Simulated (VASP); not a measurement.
# Na2S (Fm-3m) in VASP: a series of runs, part 2 of 2

VASP 6.6.1.

**4. Single point, PBE**

Input file INCAR:

```
SYSTEM = Na2S
PREC = Accurate
ENCUT = 460
EDIFF = 1E-6
ISMEAR = 0
SIGMA = 0.05
LREAL = .FALSE.
LASPH = .FALSE.
NELM = 100
ALGO = Normal
ISIF = 2
LWAVE = .FALSE.
LCHARG = .FALSE.
GGA = PE
NBANDS = 17
ADDGRID = .FALSE.
```

Input file KPOINTS:

```
Automatic mesh
0
G
  6 6 6
  0 0 0
```

Input file POSCAR:

```
Na2S
1.0
    0.0000000000      3.2735000000      3.2735000000
    3.2735000000      0.0000000000      3.2735000000
    3.2735000000      3.2735000000      0.0000000000
S Na
1 2
Direct
    0.0000000000      0.0000000000      0.0000000000
    0.7500000000      0.7500000000      0.7500000000
    0.2500000000      0.2500000000      0.2500000000
```

Potentials or basis: VASP PAW PBE potentials, release 64 (S, Na_pv).

The run is started by

```console
$ cat potpaw_PBE.64/S/POTCAR potpaw_PBE.64/Na_pv/POTCAR > POTCAR
$ mpirun -np 1 vasp_std > vasp.out
```

OUTCAR:

```text
SYSTEM = Na2S
   PREC = Accurate
   ENCUT = 460
   EDIFF = 1E-6
   ISMEAR = 0
   LREAL = .FALSE.
   LASPH = .FALSE.
   NELM = 100
   ISIF = 2
   GGA = PE

 Found     16 irreducible k-points:

 Following reciprocal coordinates:
            Coordinates               Weight
  0.000000  0.000000  0.000000      1.000000
  0.166667  0.000000  0.000000      8.000000
  0.333333  0.000000  0.000000      8.000000
  0.500000  0.000000  0.000000      4.000000
  0.166667  0.166667  0.000000      6.000000
  0.333333  0.166667  0.000000     24.000000
   k-points           NKPTS =     16   k-points in BZ     NKDIM =     16   number of bands    NBANDS=     17
   number of dos      NEDOS =    301   number of ions     NIONS =      3
   total plane-waves  NPLWV =  32768
   dimension x,y,z NGX =    32 NGY =   32 NGZ =   32
   dimension x,y,z NGXF=    64 NGYF=   64 NGZF=   64
   ions per type =               1   2
   NGX,Y,Z   is equivalent  to a cutoff of  11.49, 11.49, 11.49 a.u.
   NGXF,Y,Z  is equivalent  to a cutoff of  22.98, 22.98, 22.98 a.u.
 SYSTEM =  Na2S
   PREC   = accura    normal or accurate (medium, high low for compatibility)
   ISTART =      0    job   : 0-new  1-cont  2-samecut
   ICHARG =      2    charge: 1-file 2-atom 10-const
   ISPIN  =      1    spin polarized calculation?
   LNONCOLLINEAR =      F non collinear calculations
   LSORBIT =      F    spin-orbit coupling
   LASPH  =      F    aspherical Exc in radial PAW
   ENCUT  =  460.0 eV  33.81 Ry    5.81 a.u.   8.10  8.10  8.10*2*pi/ulx,y,z
[... 51 lines left out ...]

 val. band max:        0.1769275844   @ k =   0.0000   0.0000   0.0000
 cond. band min:       2.6527168965   @ k =   0.0000   0.0000   0.0000
 fundamental gap:      2.4757893120
 Fermi energy:         0.4207000894

 k-point     1 :       0.0000    0.0000    0.0000
  band No.  band energies     occupation
      1     -22.0711      2.00000
      2     -22.0711      2.00000
      3     -22.0711      2.00000
      4     -22.0177      2.00000
      5     -22.0177      2.00000
      6     -22.0177      2.00000
[... 97 lines left out ...]
      4     -22.0389      2.00000
      5     -22.0192      2.00000
      6     -22.0184      2.00000
[... 9 lines left out ...]
     16      10.5307      0.00000
     17      11.4707      0.00000

 [... further k-points ...]
[... 5 lines left out ...]
  --------------------------------------------------------------------------------------
  -------------------------------------------------------------------------------------
  Total        0.0928460      0.0928460      0.0928460      0.0000000      0.0000000     -0.0000000
  in kB        2.1203452      2.1203452      2.1203452      0.0000000      0.0000000     -0.0000000
  external PRESSURE =       2.1203452 kB  Pullay stress =       0.0000000 kB

 VOLUME and BASIS-vectors are now :
 -----------------------------------------------------------------------------
  energy-cutoff  :      460.00
  volume of cell :       70.16
      direct lattice vectors                 reciprocal lattice vectors
     0.000000000  3.273500000  3.273500000    -0.152741714  0.152741714  0.152741714
     3.273500000  0.000000000  3.273500000     0.152741714 -0.152741714  0.152741714
     3.273500000  3.273500000  0.000000000     0.152741714  0.152741714 -0.152741714

 POSITION                                       TOTAL-FORCE (eV/Angst)
 -----------------------------------------------------------------------------------
      0.00000      0.00000      0.00000         0.000000      0.000000     -0.000000
      4.91025      4.91025      4.91025        -0.000000     -0.000000      0.000000
      1.63675      1.63675      1.63675        -0.000000     -0.000000      0.000000
 -----------------------------------------------------------------------------------
    total drift:                               -0.000000     -0.000000      0.000000

  FREE ENERGIE OF THE ION-ELECTRON SYSTEM (eV)
  ---------------------------------------------------
  free  energy   TOTEN  =        -9.9752584107 eV

  energy  without entropy=       -9.9752584107  energy(sigma->0) =       -9.97525841
```

stdout:

```text
POSCAR found type information on POSCAR S Na
 POSCAR found :  2 types and       3 ions
 scaLAPACK will be used
 LDA part: xc-table for (Slater+PW92), standard interpolation
 POSCAR, INCAR and KPOINTS ok, starting setup
 FFT: planning ... GRIDC
 FFT: planning ... GRID_SOFT
 FFT: planning ... GRID
 WAVECAR not read
 entering main loop
```

Run time: 7.3 s. Hardware: 1 thread of Intel Xeon Platinum 8488C (Sapphire Rapids), shared host; peak memory 0.16 GiB.

The run converged, but some of its settings lie outside the range that counts as converged, so its numbers aren't taken as properties of the crystal.

Results:

* Free energy: -9.9753 eV
* Pressure: 0.2 GPa
* Band gap on the k mesh: 2.48 eV, direct

**5. Single point, PBE**

Input file INCAR:

```
SYSTEM = Na2S
PREC = Normal
ENCUT = 460
EDIFF = 1E-4
ISMEAR = 0
SIGMA = 0.05
LREAL = Auto
LASPH = .TRUE.
NELM = 100
ALGO = Normal
ISIF = 2
LWAVE = .FALSE.
LCHARG = .FALSE.
GGA = PE
NBANDS = 17
ADDGRID = .FALSE.
```

KPOINTS is that of step 4.

POSCAR is that of step 4.

The run is started by

```console
$ cat potpaw_PBE.64/S/POTCAR potpaw_PBE.64/Na_pv/POTCAR > POTCAR
$ mpirun -np 1 vasp_std > vasp.out
```

Run time: 4.5 s. Hardware: 1 thread of Intel Xeon Platinum 8488C (Sapphire Rapids), shared host; peak memory 0.13 GiB.

The run converged, but some of its settings lie outside the range that counts as converged, so its numbers aren't taken as properties of the crystal.

What came out:

```yaml
Free_energy: -9.9768 eV
Pressure: 0.4 GPa
Band_gap_on_the_k_mesh: 2.48 eV, direct
```

**6. Single point, PBE**

Input file INCAR:

```
SYSTEM = Na2S
PREC = Accurate
ENCUT = 340
EDIFF = 1E-6
ISMEAR = 0
SIGMA = 0.05
LREAL = .FALSE.
LASPH = .TRUE.
NELM = 100
ALGO = Normal
ISIF = 2
LWAVE = .FALSE.
LCHARG = .FALSE.
GGA = PE
NBANDS = 17
ADDGRID = .FALSE.
```

Input file KPOINTS:

```
Automatic mesh
0
G
  7 7 7
  0 0 0
```

POSCAR is that of step 5.

Potentials or basis: VASP PAW PBE potentials, release 64 (S, Na_pv).

The run is started by

```console
$ cat potpaw_PBE.64/S/POTCAR potpaw_PBE.64/Na_pv/POTCAR > POTCAR
$ mpirun -np 1 vasp_std > vasp.out
```

Run time: 9.6 s. Hardware: 1 thread of Intel Xeon Platinum 8488C (Sapphire Rapids), shared host; peak memory 0.15 GiB.

The run converged, but some of its settings lie outside the range that counts as converged, so its numbers aren't taken as properties of the crystal.

Results:

```
Free energy            : -9.9755 eV
Pressure               : 0.2 GPa
Band gap on the k mesh : 2.47 eV, direct
```

**7. The reference run**

An earlier run on the cell as given: functional PBE; potentials or basis VASP PAW PBE potentials, release 64 (S, Na_pv); cutoff 520 eV; k mesh 7 × 7 × 7; occupations fermi-dirac, width 0.05 eV; no spin polarisation.

* Pressure: 0.3 GPa
* Band gap on the k mesh: 2.48 eV, direct
